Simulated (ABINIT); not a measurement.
# HfB2 (P6/mmm) in ABINIT: further runs

Aim: see how the results for HfB2 move with the level of theory and the settings. Levels: PBE, PBEsol, LDA. Tasks: single point.

All numbers are computed with ABINIT 10.8.3 (patched build); they aren't measurements. Logs are shortened: lines on timing, memory, paths and dates and some standing lists are left out, and cuts for length are marked. The log counts tension as positive stress, the text compression.

### 1 The structure

Symmetry: P6/mmm, No. 191, hexagonal system. Conventional cell: a = 3.140 Å, b = 3.140 Å, c = 3.480 Å, α = 90.00°, β = 90.00°, γ = 120.00°. Around Hf (site symmetry 6/mmm) lie 12 B at 2.51 Å. Around B (site symmetry -6m2) lie 3 B at 1.81 Å.

### 2 Single point, PBE

File run.abi:

```
# Pseudopotentials
pp_dirpath "./"
pseudos "Hf.upf, B.upf"

# Structure
acell 3*1.0
rprim
     5.9337400313     0.0000000000     0.0000000000
    -2.9668700157     5.1387696066     0.0000000000
     0.0000000000     0.0000000000     6.5762469137
ntypat 2
znucl 72 5
natom 3
typat 1 2 2
xred
     0.0000000000     0.0000000000     0.0000000000
     0.6666666667     0.3333333333     0.5000000000
     0.3333333333     0.6666666667     0.5000000000

# Plane-wave basis
ecut 761.918815 eV

# k points
kptopt 1
ngkpt 8 8 6
nshiftk 1
shiftk 0.0 0.0 0.0

# Exchange and correlation
ixc 11

# Bands and occupations
nband 13
occopt 3
tsmear 0.05 eV

# SCF cycle
nstep 100
tolvrs 1.0e-10

# Output
iomode 3
prtwf 0
prtden 0
prteig 0
prtebands 0
enunit 2
```

Potentials or basis: PseudoDojo NC SR PBE v0.4.1 standard.

Run with:

```
> mpirun --bind-to none -np 4 abinit run.abi > log 2>&1
```

run.abo:

```text
.Version 10.8.3 of ABINIT
 Symmetries : space group P6/m m m (#191); Bravais hP (primitive hexag.)
================================================================================
 Values of the parameters that define the memory need of the present run
     intxc =       0    ionmov =       0      iscf =       7    lmnmax =       8
     lnmax =       8     mgfft =      32  mpssoang =       4    mqgrid =    3001
     natom =       3  nloc_mem =       1    nspden =       1   nspinor =       1
    nsppol =       1      nsym =      24    n1xccc =    2501    ntypat =       2
    occopt =       3   xclevel =       2
       mpw =        1436          nfft =       28800          nkpt =          40
================================================================================
================================================================================

--------------------------------------------------------------------------------
------------- Echo of variables that govern the present computation ------------
--------------------------------------------------------------------------------
 -outvars: echo values of preprocessed input variables --------
            acell      1.0000000000E+00  1.0000000000E+00  1.0000000000E+00 Bohr
              amu      1.78490000E+02  1.08110000E+01
             ecut      2.80000000E+01 Hartree
           enunit           2
              ixc          11
         kptrlatt        8    0    0      0    8    0      0    0    6
          kptrlen      3.94574815E+01
            natom           3
            nband          13
            ngfft          30      30      32
             nkpt          40
            nstep         100
             nsym          24
           ntypat           2
           occopt           3
           prtden           0
        prtebands           0
           prteig           0
            prtwf           0
            rprim      5.9337400313E+00  0.0000000000E+00  0.0000000000E+00
                      -2.9668700157E+00  5.1387696066E+00  0.0000000000E+00
                       0.0000000000E+00  0.0000000000E+00  6.5762469137E+00
          spgroup         191
           tolvrs      1.00000000E-10
           tsmear      1.83746611E-03 Hartree
            typat      1  2  2
           xangst      0.0000000000E+00  0.0000000000E+00  0.0000000000E+00
                       1.5699999989E+00  9.0643992202E-01  1.7399999988E+00
                      -1.7639296020E-11  1.8128798440E+00  1.7399999988E+00
            xcart      0.0000000000E+00  0.0000000000E+00  0.0000000000E+00
                       2.9668700156E+00  1.7129232022E+00  3.2881234569E+00
                      -3.3333438531E-11  3.4258464044E+00  3.2881234569E+00
             xred      0.0000000000E+00  0.0000000000E+00  0.0000000000E+00
                       6.6666666667E-01  3.3333333333E-01  5.0000000000E-01
                       3.3333333333E-01  6.6666666667E-01  5.0000000000E-01
            znucl       72.00000    5.00000

================================================================================

 chkinp: Checking input parameters for consistency.

================================================================================
== DATASET  1 ==================================================================

--- !DatasetInfo
iteration_state: {dtset: 1, }
dimensions: {natom: 3, nkpt: 40, mband: 13, nsppol: 1, nspinor: 1, nspden: 1, mpw: 1436, }
cutoff_energies: {ecut:  28.0, pawecutdg:  -1.0, }
electrons: {nelect:   1.80000000E+01, charge:   0.00000000E+00, occopt:   3.00000000E+00, tsmear:   1.83746611E-03, }
meta: {optdriver: 0, ionmov: 0, optcell: 0, iscf: 7, paral_kgb: 0, }
...

 Exchange-correlation functional for the present dataset will be:
  GGA: Perdew-Burke-Ernzerhof functional - ixc=11
  J.P.Perdew, K.Burke, M.Ernzerhof, PRL 77, 3865 (1996)

 Real(R)+Recip(G) space primitive vectors, cartesian coordinates (Bohr,Bohr^-1):
 R(1)=  5.9337400  0.0000000  0.0000000  G(1)=  0.1685278  0.0972996  0.0000000
 R(2)= -2.9668700  5.1387696  0.0000000  G(2)=  0.0000000  0.1945991  0.0000000
 R(3)=  0.0000000  0.0000000  6.5762469  G(3)=  0.0000000  0.0000000  0.1520624
 Unit cell volume ucvol=  2.0052373E+02 bohr^3
 Angles (23,13,12)=  9.00000000E+01  9.00000000E+01  1.20000000E+02 degrees

 getcut: wavevector=  0.0000  0.0000  0.0000  ngfft=  30  30  32
         ecut(hartree)=     28.000   => boxcut(ratio)=   2.04281

--- Pseudopotential description ------------------------------------------------
- pspini: atom type   1  psp file is ./Hf.upf
12 -101130 3 -1 1656                          pspcod,pspxc,lmax,lloc,mmax
     nproj     2     2     2     2

- pspini: atom type   2  psp file is ./B.upf
12 -101130 1 -1 1534                          pspcod,pspxc,lmax,lloc,mmax
     nproj     2     2     0     0

   5.16981327E+02                                ecore*ucvol(ha*bohr**3)
--------------------------------------------------------------------------------

================================================================================

--- !BeginCycle
iteration_state: {dtset: 1, }
solver: {iscf: 7, nstep: 100, nline: 4, wfoptalg: 0, }
tolerances: {tolvrs: 1.00E-10, }
...

     iter   Etot(hartree)      deltaE(h)  residm     vres2
 ETOT  1  -62.320424320381    -6.232E+01 6.581E-02 3.338E+02
 ETOT  2  -62.387425069775    -6.700E-02 4.521E-02 8.108E+01
 ETOT  3  -62.404686433933    -1.726E-02 1.702E-02 4.770E-02
 ETOT  4  -62.404709580554    -2.315E-05 9.343E-03 1.644E-03
 ETOT  5  -62.404709951119    -3.706E-07 1.876E-03 2.412E-06
 ETOT  6  -62.404709951931    -8.117E-10 1.184E-03 3.116E-08
 ETOT  7  -62.404709951941    -1.035E-11 8.549E-04 1.858E-10
 ETOT  8  -62.404709951941     2.984E-13 1.192E-03 3.852E-12

 At SCF step    8       vres2   =  3.85E-12 < tolvrs=  1.00E-10 =>converged.

 Cartesian components of stress tensor (hartree/bohr^3)
  sigma(1 1)= -2.54116338E-05  sigma(3 2)=  0.00000000E+00
  sigma(2 2)= -2.54116340E-05  sigma(3 1)=  0.00000000E+00
  sigma(3 3)= -3.31571027E-05  sigma(2 1)=  1.24851235E-13

--- !ResultsGS
iteration_state: {dtset: 1, }
comment   : Summary of ground state results
lattice_vectors:
- [  5.9337400,   0.0000000,   0.0000000, ]
- [ -2.9668700,   5.1387696,   0.0000000, ]
- [  0.0000000,   0.0000000,   6.5762469, ]
lattice_lengths: [   5.93374,    5.93374,    6.57625, ]
lattice_angles: [ 90.000,  90.000, 120.000, ] # degrees, (23, 13, 12)
lattice_volume:   2.0052373E+02
convergence: {deltae:  2.984E-13, res2:  3.852E-12, residm:  1.192E-03, diffor: null, }
etotal    :  -6.24047100E+01
entropy   :   0.00000000E+00
fermie    :   4.70105483E-01
cartesian_stress_tensor: # hartree/bohr^3
- [ -2.54116338E-05,   1.24851235E-13,   0.00000000E+00, ]
- [  1.24851235E-13,  -2.54116340E-05,   0.00000000E+00, ]
- [  0.00000000E+00,   0.00000000E+00,  -3.31571027E-05, ]
pressure_GPa:   8.2360E-01
xred      :
- [  0.0000E+00,   0.0000E+00,   0.0000E+00, Hf]
- [  6.6667E-01,   3.3333E-01,   5.0000E-01,  B]
- [  3.3333E-01,   6.6667E-01,   5.0000E-01,  B]
cartesian_forces: # hartree/bohr
- [  4.72693236E-30,  -1.63745740E-30,  -0.00000000E+00, ]
- [  4.72693236E-31,   1.55558453E-29,  -0.00000000E+00, ]
- [ -5.19962559E-30,  -1.39183879E-29,  -0.00000000E+00, ]
force_length_stats: {min:   5.00251499E-30, max:   1.55630255E-29, mean:   1.18078184E-29, }
...

 Integrated electronic density in atomic spheres:
 ------------------------------------------------
 Atom  Sphere_radius  Integrated_density
    1        2.00000          8.51722226
    2        2.00000          2.73257412
    3        2.00000          2.73257412
================================================================================

 ----iterations are completed or convergence reached----

 Mean square residual over all n,k,spin=   81.863E-07; max=  11.923E-04
 reduced coordinates (array xred) for    3 atoms
       0.000000000000      0.000000000000      0.000000000000
       0.666666666667      0.333333333333      0.500000000000
       0.333333333333      0.666666666667      0.500000000000
 rms dE/dt=  4.1413E-29; max dE/dt=  5.8902E-29; dE/dt below (all hartree)
    1       0.000000000000      0.000000000000      0.000000000000
    2       0.000000000000     -0.000000000000      0.000000000000
    3       0.000000000000      0.000000000000      0.000000000000

 cartesian coordinates (angstrom) at end:
    1      0.00000000000000     0.00000000000000     0.00000000000000
    2      1.56999999891948     0.90643992201629     1.73999999882018
    3     -0.00000000001764     1.81287984403258     1.73999999882018

 cartesian forces (hartree/bohr) at end:
    1      0.00000000000000    -0.00000000000000    -0.00000000000000
    2      0.00000000000000     0.00000000000000    -0.00000000000000
    3     -0.00000000000000    -0.00000000000000    -0.00000000000000
 frms,max,avg= 7.3635027E-30 1.5555845E-29   0.000E+00  0.000E+00  0.000E+00 h/b

 cartesian forces (eV/Angstrom) at end:
    1      0.00000000000000    -0.00000000000000    -0.00000000000000
    2      0.00000000000000     0.00000000000000    -0.00000000000000
    3     -0.00000000000000    -0.00000000000000    -0.00000000000000
 frms,max,avg= 3.7864653E-28 7.9991373E-28   0.000E+00  0.000E+00  0.000E+00 e/A
 length scales=  1.000000000000  1.000000000000  1.000000000000 bohr
              =  0.529177210544  0.529177210544  0.529177210544 angstroms
 Fermi (or HOMO) energy (hartree) =   0.47011   Average Vxc (hartree)=  -0.47596
 Eigenvalues (hartree) for nkpt=  40  k points:
 kpt#   1, nband= 13, wtk=  0.00260, kpt=  0.0000  0.0000  0.0000 (reduced coord)
  -1.80469   -0.66047   -0.64248   -0.64248   -0.04161    0.35388    0.35706    0.35706
   0.36180    0.61243    0.61252    0.63521    0.64213
      occupation numbers for kpt#   1
   2.00000    2.00000    2.00000    2.00000    2.00000    2.00000    2.00000    2.00000
   2.00000    0.00000    0.00000    0.00000    0.00000
 prteigrs : prtvol=0 or 1, do not print more k-points.

 Fermi (or HOMO) energy (eV) =  12.79222   Average Vxc (eV)= -12.95157
 Eigenvalues (   eV  ) for nkpt=  40  k points:
 kpt#   1, nband= 13, wtk=  0.00260, kpt=  0.0000  0.0000  0.0000 (reduced coord)
 -49.10802  -17.97242  -17.48280  -17.48280   -1.13217    9.62948    9.71617    9.71617
   9.84511   16.66504   16.66752   17.28489   17.47333
 prteigrs : prtvol=0 or 1, do not print more k-points.

--- !EnergyTerms
iteration_state     : {dtset: 1, }
comment             : Components of total free energy in Hartree
kinetic             :  1.87417386827342E+01
hartree             :  6.49226192330954E+00
xc                  : -1.68367683504261E+01
Ewald energy        : -4.88499196945417E+01
psp_core            :  2.57815535709497E+00
local_psp           : -2.73063809878514E+01
non_local_psp       :  2.77628413369398E+00
internal            : -6.24046289359865E+01
'-kT*entropy'       : -8.10159546088640E-05
total_energy        : -6.24047099519411E+01
total_energy_eV     : -1.69811866607068E+03
band_energy         : -4.99913504329984E+00
...

 Cartesian components of stress tensor (hartree/bohr^3)
  sigma(1 1)= -2.54116338E-05  sigma(3 2)=  0.00000000E+00
  sigma(2 2)= -2.54116340E-05  sigma(3 1)=  0.00000000E+00
  sigma(3 3)= -3.31571027E-05  sigma(2 1)=  1.24851235E-13

-Cartesian components of stress tensor (GPa)         [Pressure=  8.2360E-01 GPa]
- sigma(1 1)= -7.47636080E-01  sigma(3 2)=  0.00000000E+00
- sigma(2 2)= -7.47636086E-01  sigma(3 1)=  0.00000000E+00
- sigma(3 3)= -9.75515640E-01  sigma(2 1)=  3.67325016E-09

== END DATASET(S) ==============================================================
================================================================================

 -outvars: echo values of variables after computation  --------
            acell      1.0000000000E+00  1.0000000000E+00  1.0000000000E+00 Bohr
           etotal     -6.2404709952E+01
            fcart      4.7269323552E-30 -1.6374574006E-30 -0.0000000000E+00
                       4.7269323552E-31  1.5555845306E-29 -0.0000000000E+00
                      -5.1996255907E-30 -1.3918387905E-29 -0.0000000000E+00
            rprim      5.9337400313E+00  0.0000000000E+00  0.0000000000E+00
                      -2.9668700157E+00  5.1387696066E+00  0.0000000000E+00
                       0.0000000000E+00  0.0000000000E+00  6.5762469137E+00
           strten     -2.5411633842E-05 -2.5411634049E-05 -3.3157102682E-05
                       0.0000000000E+00  0.0000000000E+00  1.2485123517E-13
           xangst      0.0000000000E+00  0.0000000000E+00  0.0000000000E+00
                       1.5699999989E+00  9.0643992202E-01  1.7399999988E+00
                      -1.7639296020E-11  1.8128798440E+00  1.7399999988E+00
             xred      0.0000000000E+00  0.0000000000E+00  0.0000000000E+00
                       6.6666666667E-01  3.3333333333E-01  5.0000000000E-01
                       3.3333333333E-01  6.6666666667E-01  5.0000000000E-01
 Calculation completed.
```

It took 5.7 s on 4 MPI ranks of Arm Neoverse V2, shared host; peak memory 0.24 GiB.

What came out:

```yaml
Free_energy: -1698.1187 eV
Pressure: 0.8 GPa
Band_gap_on_the_k_mesh: none (metal or under the smearing width)
Valence_electrons_inside_the_program's_atomic_spheres: Hf 8.52; B 2.73
```

Spin-orbit coupling is left out, which matters for the levels of Hf.

### 3 Single point, PBE

run.abi, as its differences from that of step 2:

```diff
@@ -20,3 +20,3 @@
 # Plane-wave basis
-ecut 761.918815 eV
+ecut 28.0
 
@@ -34,3 +34,3 @@
 occopt 3
-tsmear 0.05 eV
+tsmear 0.00183747
```

Potentials or basis: PseudoDojo NC SR PBE v0.4.1 standard.

Run with:

```
> mpirun --bind-to none -np 4 abinit run.abi > log 2>&1
```

Wall time 5.7 s (4 MPI ranks of Arm Neoverse V2, shared host); peak memory 0.24 GiB.

Results (log left out):

```
Free energy                                           : -1698.1187 eV
Pressure                                              : 0.8 GPa
Band gap on the k mesh                                : none (metal or under the smearing width)
Valence electrons inside the program's atomic spheres : Hf 8.52; B 2.73
```

Stress tensor (GPa, compression positive):
```
0.75 0.00 0.00
0.00 0.75 0.00
0.00 0.00 0.98
```

Levels at points of the mesh, in eV from the Fermi level:
| k point | band 7 | band 8 | band 9 | band 10 | band 11 | band 12 |
| --- | --- | --- | --- | --- | --- | --- |
| (0.00, 0.00, 0.00) | -3.08 | -3.08 | -2.95 | 3.87 | 3.88 | 4.49 |
| (0.50, 0.00, 0.00) | -4.30 | -3.60 | -3.02 | 1.96 | 2.58 | 5.41 |
| (0.00, 0.00, 0.50) | -1.36 | -1.36 | 0.16 | 0.16 | 0.84 | 0.84 |
| (0.50, 0.00, 0.50) | -5.15 | -4.88 | -2.85 | 3.86 | 4.01 | 6.11 |

### 4 Single point, PBEsol

File run.abi:

```
# Pseudopotentials
pp_dirpath "./"
pseudos "Hf.upf, B.upf"

# Structure
acell 3.14 3.14 3.48 Angstrom
rprim
     1.0000000000     0.0000000000     0.0000000000
    -0.5000000000     0.8660254038     0.0000000000
     0.0000000000     0.0000000000     1.0000000000
ntypat 2
znucl 72 5
natom 3
typat 1 2 2
xcart
     0.0000000000     0.0000000000     0.0000000000
     2.9668700160     1.7129232020     3.2881234568
    -0.0000000003     3.4258464046     3.2881234568

# Plane-wave basis
ecut 34.0

# k points
kptopt 1
ngkpt 8 8 6
nshiftk 1
shiftk 0.0 0.0 0.0

# Exchange and correlation
ixc -116133

# Bands and occupations
nband 13
occopt 3
tsmear 0.00183747

# SCF cycle
nstep 100
tolvrs 1.0e-10

# Output
iomode 3
prtwf 0
prteig 0
prtebands 0
prtden 1
prtvha 1
prtvclmb 1
prtpot 1
prtelf 1
```

Potentials or basis: PseudoDojo NC SR PBEsol v0.4.1 standard.

Run with:

```
> mpirun --bind-to none -np 4 abinit run.abi > log 2>&1
```

run.abo:

```text
.Version 10.8.3 of ABINIT
 Symmetries : space group P6/m m m (#191); Bravais hP (primitive hexag.)
================================================================================
 Values of the parameters that define the memory need of the present run
     intxc =       0    ionmov =       0      iscf =       7    lmnmax =       8
     lnmax =       8     mgfft =      36  mpssoang =       4    mqgrid =    3001
     natom =       3  nloc_mem =       1    nspden =       1   nspinor =       1
    nsppol =       1      nsym =      24    n1xccc =    2501    ntypat =       2
    occopt =       3   xclevel =       2
       mpw =        1919          nfft =       36864          nkpt =          40
================================================================================
================================================================================

--------------------------------------------------------------------------------
------------- Echo of variables that govern the present computation ------------
--------------------------------------------------------------------------------
 -outvars: echo values of preprocessed input variables --------
            acell      5.9337400354E+00  5.9337400354E+00  6.5762469182E+00 Bohr
              amu      1.78490000E+02  1.08110000E+01
             ecut      3.40000000E+01 Hartree
              ixc     -116133
         kptrlatt        8    0    0      0    8    0      0    0    6
          kptrlen      3.94574815E+01
            natom           3
            nband          13
            ngfft          32      32      36
[... 190 lines left out ...]
psp_core            :  2.54877645064594E+00
local_psp           : -2.72652241786051E+01
non_local_psp       :  2.69466808186129E+00
internal            : -6.23731360286657E+01
'-kT*entropy'       : -8.22349239441786E-05
total_energy        : -6.23732182635897E+01
total_energy_eV     : -1.69726173357541E+03
band_energy         : -5.02834958242075E+00
...

 Cartesian components of stress tensor (hartree/bohr^3)
  sigma(1 1)=  1.12976021E-04  sigma(3 2)=  0.00000000E+00
  sigma(2 2)=  1.12976020E-04  sigma(3 1)=  0.00000000E+00
  sigma(3 3)=  1.64284183E-04  sigma(2 1)=  0.00000000E+00

-Cartesian components of stress tensor (GPa)         [Pressure= -3.8270E+00 GPa]
- sigma(1 1)=  3.32386929E+00  sigma(3 2)=  0.00000000E+00
- sigma(2 2)=  3.32386928E+00  sigma(3 1)=  0.00000000E+00
- sigma(3 3)=  4.83340754E+00  sigma(2 1)=  0.00000000E+00

== END DATASET(S) ==============================================================
================================================================================

 -outvars: echo values of variables after computation  --------
            acell      5.9337400354E+00  5.9337400354E+00  6.5762469182E+00 Bohr
           etotal     -6.2373218264E+01
            fcart     -0.0000000000E+00 -0.0000000000E+00 -0.0000000000E+00
                       1.1344637645E-29 -6.5498295979E-30 -0.0000000000E+00
                      -1.1344637645E-29  6.5498295979E-30 -0.0000000000E+00
            rprim      1.0000000000E+00  0.0000000000E+00  0.0000000000E+00
                      -5.0000000000E-01  8.6602540380E-01  0.0000000000E+00
                       0.0000000000E+00  0.0000000000E+00  1.0000000000E+00
           strten      1.1297602086E-04  1.1297602040E-04  1.6428418312E-04
                       0.0000000000E+00  0.0000000000E+00  0.0000000000E+00
           xangst      0.0000000000E+00  0.0000000000E+00  0.0000000000E+00
                       1.5700000000E+00  9.0643992264E-01  1.7400000000E+00
                       2.0232291478E-17  1.8128798453E+00  1.7400000000E+00
             xred      0.0000000000E+00  0.0000000000E+00  0.0000000000E+00
                       6.6666666667E-01  3.3333333333E-01  5.0000000000E-01
                       3.3333333333E-01  6.6666666667E-01  5.0000000000E-01
 Calculation completed.
```

It took 8.7 s on 4 MPI ranks of Arm Neoverse V1, shared host; peak memory 0.24 GiB.

Results:

```yaml
Free_energy: -1697.2617 eV
Pressure: -3.8 GPa
Band_gap_on_the_k_mesh: none (metal or under the smearing width)
Valence_electrons_inside_the_program's_atomic_spheres: Hf 8.51; B 2.69
```

(Part 1 of 2 ends here.)
